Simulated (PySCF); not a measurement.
**Isomers of C7H8O: computed energies against enthalpies of formation**

**Experimental background.**

CRC Handbook of Chemistry and Physics lists, for the gas at 298.15 K: enthalpy of formation of `Cc1cccc(O)c1` (m-cresol) -132.3 kJ/mol; enthalpy of formation of `Cc1ccccc1O` (o-cresol) -128.6 kJ/mol; enthalpy of formation of `Cc1ccc(O)cc1` (p-cresol) -125.4 kJ/mol; enthalpy of formation of `OCc1ccccc1` -100.4 kJ/mol; enthalpy of formation of `COc1ccccc1` (anisole) -67.9 kJ/mol.

The results are set against them at the end.

Differences of these values give the isomerisation enthalpies. Geometries: PBE0-D3(BJ)/def2-TZVP; runs in PySCF, gas phase, with a dispersion term only where the level names one. Total electronic energies (Eh):

| SMILES | PBE0-D3(BJ)/def2-TZVP | PBE0/pcSseg-2 |
| --- | --- | --- |
| Cc1cccc(O)c1 | -346.52283 | -346.51124 |
| Cc1ccccc1O | -346.52321 | -346.51137 |
| Cc1ccc(O)cc1 | -346.52182 | -346.51026 |
| OCc1ccccc1 | -346.51026 | -346.49871 |
| COc1ccccc1 | -346.50275 | -346.49040 |

Geometry of `Cc1cccc(O)c1` (Å):
```
atom  x, y, z in Å
C1     2.3251    0.0240   -0.1118
C2     0.8380   -0.1272   -0.0054
C3     0.2713   -1.2967    0.4908
C4    -1.1058   -1.4101    0.6123
C5    -1.9415   -0.3703    0.2437
C6    -1.3824    0.7982   -0.2564
O7    -2.2267    1.7977   -0.6168
C8    -0.0032    0.9146   -0.3800
H9     2.6001    0.7570   -0.8722
H10    2.8016   -0.9251   -0.3639
H11    2.7503    0.3606    0.8387
H12    0.9122   -2.1217    0.7814
H13   -1.5380   -2.3262    0.9986
H14   -3.0181   -0.4467    0.3315
H15   -1.7122    2.5490   -0.9242
H16    0.4237    1.8323   -0.7776
```

Geometry of `Cc1ccccc1O` (Å):
```
atom  x, y, z in Å
C1    -1.8772   -0.5692   -0.7940
C2    -0.5085   -0.2757   -0.2615
C3     0.5190   -1.2087   -0.3343
C4     1.7860   -0.9355    0.1562
C5     2.0387    0.2992    0.7355
C6     1.0340    1.2472    0.8214
C7    -0.2305    0.9616    0.3256
O8    -1.1764    1.9301    0.4346
H9    -2.1508    0.1035   -1.6152
H10   -1.9312   -1.5870   -1.1801
H11   -2.6478   -0.4782   -0.0194
H12    0.3131   -2.1730   -0.7879
H13    2.5687   -1.6810    0.0871
H14    3.0241    0.5286    1.1242
H15    1.2092    2.2178    1.2695
H16   -2.0020    1.6122    0.0591
```

Geometry of `Cc1ccc(O)cc1` (Å):
```
atom  x, y, z in Å
C1    -2.411   -0.210    0.525
C2    -0.954   -0.111    0.188
C3    -0.073    0.584    1.010
C4     1.272    0.701    0.695
C5     1.766    0.116   -0.464
O6     3.074    0.195   -0.824
C7     0.905   -0.585   -1.297
C8    -0.435   -0.692   -0.966
H9    -2.888   -1.025   -0.020
H10   -2.563   -0.384    1.592
H11   -2.942    0.712    0.268
H12   -0.442    1.044    1.921
H13    1.940    1.246    1.355
H14    3.552    0.701   -0.163
H15    1.299   -1.043   -2.196
H16   -1.097   -1.245   -1.624
```

Geometry of `OCc1ccccc1` (Å):
```
atom  x, y, z in Å
O1    -2.6168   -1.0011   -0.6527
C2    -2.0267   -0.1746    0.3257
C3    -0.5389   -0.0153    0.1672
C4     0.2451   -1.0839   -0.2572
C5     1.6182   -0.9424   -0.3830
C6     2.2265    0.2677   -0.0800
C7     1.4523    1.3376    0.3432
C8     0.0777    1.1956    0.4606
H9    -2.3858   -0.6484   -1.5167
H10   -2.4975    0.8174    0.3487
H11   -2.2497   -0.6554    1.2830
H12   -0.2340   -2.0272   -0.4941
H13    2.2178   -1.7820   -0.7159
H14    3.3002    0.3777   -0.1785
H15    1.9189    2.2884    0.5740
H16   -0.5274    2.0384    0.7806
```

Geometry of `COc1ccccc1` (Å):
```
atom  x, y, z in Å
C1    -2.6381    0.2829   -0.2509
O2    -1.5861   -0.4073   -0.8765
C3    -0.3394   -0.2385   -0.3793
C4     0.6803   -0.9173   -1.0448
C5     1.9845   -0.8074   -0.6052
C6     2.2962   -0.0223    0.4995
C7     1.2801    0.6493    1.1551
C8    -0.0383    0.5497    0.7264
H9    -3.5393    0.0360   -0.8095
H10   -2.7635   -0.0322    0.7911
H11   -2.4818    1.3669   -0.2810
H12    0.4223   -1.5249   -1.9041
H13    2.7686   -1.3399   -1.1309
H14    3.3203    0.0619    0.8416
H15    1.5061    1.2650    2.0183
H16   -0.8149    1.0838    1.2576
```

Zero-point and thermal terms are left out, so the computed numbers are electronic energies.

**Comparison with experiment**

Relative to `Cc1cccc(O)c1`, the lowest by measurement, in kJ/mol (measured: enthalpies at 298.15 K; computed: electronic energies):

| SMILES | measured | PBE0-D3(BJ)/def2-TZVP | PBE0/pcSseg-2 |
| --- | --- | --- | --- |
| Cc1cccc(O)c1 | 0.0 | 0.0 | 0.0 |
| Cc1ccccc1O | 3.7 | -1.0 | -0.4 |
| Cc1ccc(O)cc1 | 6.9 | 2.7 | 2.6 |
| OCc1ccccc1 | 31.9 | 33.0 | 32.9 |
| COc1ccccc1 | 64.4 | 52.7 | 54.7 |

Measured values: -132.3 kJ/mol (298.15 K; CRC Handbook of Chemistry and Physics) for the first row; the others come from the same table. Mean unsigned miss over the other isomers: PBE0/pcSseg-2 4.8, PBE0-D3(BJ)/def2-TZVP 5.4 kJ/mol. PBE0-D3(BJ)/def2-TZVP puts another isomer lowest. One conformer stands for `Cc1cccc(O)c1`, `Cc1ccccc1O` and `OCc1ccccc1`, not necessarily the lowest, while the measurement averages over conformers. Where a level misses, the cause wasn't examined.
